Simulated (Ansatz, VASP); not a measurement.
**Bi in VASP and in Ansatz**

The input INCAR:

```
SYSTEM = Bi
PREC = Accurate
ENCUT = 520
EDIFF = 1E-6
ISMEAR = 0
SIGMA = 0.05
LREAL = .FALSE.
LASPH = .TRUE.
NELM = 150
ALGO = Fast
ISIF = 2
LWAVE = .FALSE.
LCHARG = .FALSE.
MAGMOM = 0 0 0
LORBIT = 11
LSORBIT = .TRUE.
GGA_COMPAT = .FALSE.
LORBMOM = .TRUE.
GGA = PE
NBANDS = 26
```

File KPOINTS:

```
regular mesh
0
G
  14 14 14
  0 0 0
```

Contents of POSCAR:

```
Bi
1.0
   -2.0110551168      2.0110551168      2.0110551168
    2.0110551168     -2.0110551168      2.0110551168
    2.0110551168      2.0110551168     -2.0110551168
Bi
1
Direct
    0.0000000000      0.0000000000      0.0000000000
```

Input for Ansatz:

```yaml
crystal:
  lattice:
    - [-2.0110551168, 2.0110551168, 2.0110551168]
    - [2.0110551168, -2.0110551168, 2.0110551168]
    - [2.0110551168, 2.0110551168, -2.0110551168]
  atoms:
    - { symbol: Bi, position: [0.0, 0.0, 0.0] }
basis:
  ecutwfc: 600
  ecutrho_ratio: 5
kpoints:
  mp_grid: { grid: [14, 14, 14] }
hamiltonian:
  xc: pbe
scf:
  occupations: { method: gaussian, width: 0.05 }
output:
  forces: true
  stress: true
  eigenvalues: true
  populations: true
magnetization:
  noncollinear: true
  spin_orbit: true
```

Alike in both runs: task single point; functional PBE; k mesh 14 × 14 × 14; occupations gaussian, width 0.05 eV; non-collinear spin, spin-orbit coupling.

|  | VASP | Ansatz |
| --- | --- | --- |
| version | VASP 6.6.1 | Ansatz 0.2.0 |
| potentials or method | VASP PAW PBE potentials, release 64 (Bi_d) | plane waves, PAW |
| plane-wave cutoff (eV) | 520 | 600 |
| valence electrons in the cell | 15 | 15 |

|  | VASP | Ansatz | Ansatz less VASP |
| --- | --- | --- | --- |
| pressure (GPa) | -0.1 | 0.0 | +0.14 |
| net moment per atom (μB) | 0.00 | 0.00 | 0.000 |

The functional is the same, so the differences come from potentials, cutoffs and numerics.
